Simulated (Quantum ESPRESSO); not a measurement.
# Ag (Fm-3m) in Quantum ESPRESSO: notebook, part 2 of 2

Quantum ESPRESSO 7.5.

## 4. Single point, PBEint, 16.37 Å³/atom

File pw.in:

```
&CONTROL
  calculation = 'scf'
  prefix = 'pwscf'
  outdir = './tmp'
  pseudo_dir = './pseudo'
  tprnfor = .true.
  tstress = .true.
  disk_io = 'nowf'
/
&SYSTEM
  ibrav = 0
  nat = 1
  ntyp = 1
  ecutwfc = 82
  nbnd = 16
  input_dft = 'XC-000I-000I-060L-062L-000I-000I'
  occupations = 'smearing'
  smearing = 'fd'
  degauss = 0.00367493
/
&ELECTRONS
  conv_thr = 2d-10
  electron_maxstep = 120
  mixing_beta = 0.5
/
ATOMIC_SPECIES
Ag   107.8682 Ag.upf
CELL_PARAMETERS angstrom
   0.0000000000    2.0151418859    2.0151418859
   2.0151418859    0.0000000000    2.0151418859
   2.0151418859    2.0151418859    0.0000000000
ATOMIC_POSITIONS crystal
Ag     0.0000000000    0.0000000000    0.0000000000
K_POINTS automatic
11 11 11 0 0 0
```

Launch:

```
OMP_NUM_THREADS=1 pw.x -in pw.in > pw.out
```

Wall time 9.7 s (1 thread of Intel Xeon at 2.60GHz (Ice Lake), shared host); peak memory 0.09 GiB.

Results (log left out):

```
Free energy            : -4212.7271 eV
Pressure               : 3.7 GPa
Band gap on the k mesh : none (metal or under the smearing width)
```

Caveat: the potentials were made for another functional, which shifts forces and pressure.

## 5. Single point, PBEint, 16.71 Å³/atom

pw.in, as its differences from that of step 4:

```diff
@@ -28,5 +28,5 @@
 CELL_PARAMETERS angstrom
-   0.0000000000    2.0151418859    2.0151418859
-   2.0151418859    0.0000000000    2.0151418859
-   2.0151418859    2.0151418859    0.0000000000
+   0.0000000000    2.0290398554    2.0290398554
+   2.0290398554    0.0000000000    2.0290398554
+   2.0290398554    2.0290398554    0.0000000000
 ATOMIC_POSITIONS crystal
```

Launch:

```
OMP_NUM_THREADS=1 pw.x -in pw.in > pw.out
```

Run time: 9.8 s. Hardware: 1 thread of Intel Xeon at 2.60GHz (Ice Lake), shared host; peak memory 0.09 GiB.

Results (log left out):

```yaml
Free_energy: -4212.7325 eV
Pressure: 1.1 GPa
Band_gap_on_the_k_mesh: none (metal or under the smearing width)
```

Caveat: the potentials were made for another functional, which shifts forces and pressure.

## 6. Single point, PBEint, 17.05 Å³/atom

pw.in, as its differences from that of step 5:

```diff
@@ -28,5 +28,5 @@
 CELL_PARAMETERS angstrom
-   0.0000000000    2.0290398554    2.0290398554
-   2.0290398554    0.0000000000    2.0290398554
-   2.0290398554    2.0290398554    0.0000000000
+   0.0000000000    2.0427500000    2.0427500000
+   2.0427500000    0.0000000000    2.0427500000
+   2.0427500000    2.0427500000    0.0000000000
 ATOMIC_POSITIONS crystal
```

Potentials or basis: PseudoDojo 0.4.1 SR PBE standard.

Launch:

```
OMP_NUM_THREADS=1 pw.x -in pw.in > pw.out
```

Wall time 9.9 s (1 thread of Intel Xeon at 2.60GHz (Ice Lake), shared host); peak memory 0.09 GiB.

The run converged. Its results:

* Free energy: -4212.7328 eV
* Pressure: -1.2 GPa
* Band gap on the k mesh: none (metal or under the smearing width)

Caveat: the potentials were made for another functional, which shifts forces and pressure.

## 7. Single point, PBEint, 17.39 Å³/atom

pw.in, as its differences from that of step 6:

```diff
@@ -28,5 +28,5 @@
 CELL_PARAMETERS angstrom
-   0.0000000000    2.0427500000    2.0427500000
-   2.0427500000    0.0000000000    2.0427500000
-   2.0427500000    2.0427500000    0.0000000000
+   0.0000000000    2.0562785400    2.0562785400
+   2.0562785400    0.0000000000    2.0562785400
+   2.0562785400    2.0562785400    0.0000000000
 ATOMIC_POSITIONS crystal
```

Launch:

```
OMP_NUM_THREADS=1 pw.x -in pw.in > pw.out
```

It took 10 s on 1 thread of Intel Xeon at 2.60GHz (Ice Lake), shared host; peak memory 0.09 GiB.

It converged, with:

```
Free energy            : -4212.7286 eV
Pressure               : -3.1 GPa
Band gap on the k mesh : none (metal or under the smearing width)
```

Caveat: the potentials were made for another functional, which shifts forces and pressure.

## 8. Single point, PBEint, 17.73 Å³/atom

pw.in, as its differences from that of step 7:

```diff
@@ -28,5 +28,5 @@
 CELL_PARAMETERS angstrom
-   0.0000000000    2.0562785400    2.0562785400
-   2.0562785400    0.0000000000    2.0562785400
-   2.0562785400    2.0562785400    0.0000000000
+   0.0000000000    2.0696313722    2.0696313722
+   2.0696313722    0.0000000000    2.0696313722
+   2.0696313722    2.0696313722    0.0000000000
 ATOMIC_POSITIONS crystal
```

Launch:

```
OMP_NUM_THREADS=1 pw.x -in pw.in > pw.out
```

Wall time 10 s (1 thread of Intel Xeon at 2.60GHz (Ice Lake), shared host); peak memory 0.09 GiB.

Results (log left out):

```yaml
Free_energy: -4212.7205 eV
Pressure: -4.8 GPa
Band_gap_on_the_k_mesh: none (metal or under the smearing width)
```

Caveat: the potentials were made for another functional, which shifts forces and pressure.

## 9. Single point, PBEint, 18.07 Å³/atom

pw.in, as its differences from that of step 8:

```diff
@@ -28,5 +28,5 @@
 CELL_PARAMETERS angstrom
-   0.0000000000    2.0696313722    2.0696313722
-   2.0696313722    0.0000000000    2.0696313722
-   2.0696313722    2.0696313722    0.0000000000
+   0.0000000000    2.0828140930    2.0828140930
+   2.0828140930    0.0000000000    2.0828140930
+   2.0828140930    2.0828140930    0.0000000000
 ATOMIC_POSITIONS crystal
```

Potentials or basis: PseudoDojo 0.4.1 SR PBE standard.

Launch:

```
OMP_NUM_THREADS=1 pw.x -in pw.in > pw.out
```

Run time: 16 s. Hardware: 1 thread of Intel Xeon at 2.60GHz (Ice Lake), shared host; peak memory 0.09 GiB.

Results (log left out):

| Property | Result |
| --- | --- |
| Free energy | -4212.7091 eV |
| Pressure | -6.3 GPa |
| Band gap on the k mesh | none (metal or under the smearing width) |

Caveat: the potentials were made for another functional, which shifts forces and pressure.

## 10. Equation of state, PBEint

No new run: the results of the series are fitted here.

Results:

| Item | Value |
| --- | --- |
| Equilibrium volume | 16.90 Å³/atom |
| Bulk modulus | 111 GPa |
| Pressure derivative of the bulk modulus | 6.1 |

Energy against volume, from the lowest point:
```csv
volume (Å³/atom),energy (meV/atom)
16.025,17.13
16.366,5.74
16.707,0.28
17.048,0.00
17.389,4.19
17.730,12.29
18.071,23.69
```

Caveat: the potentials were made for another functional, which shifts forces and pressure.
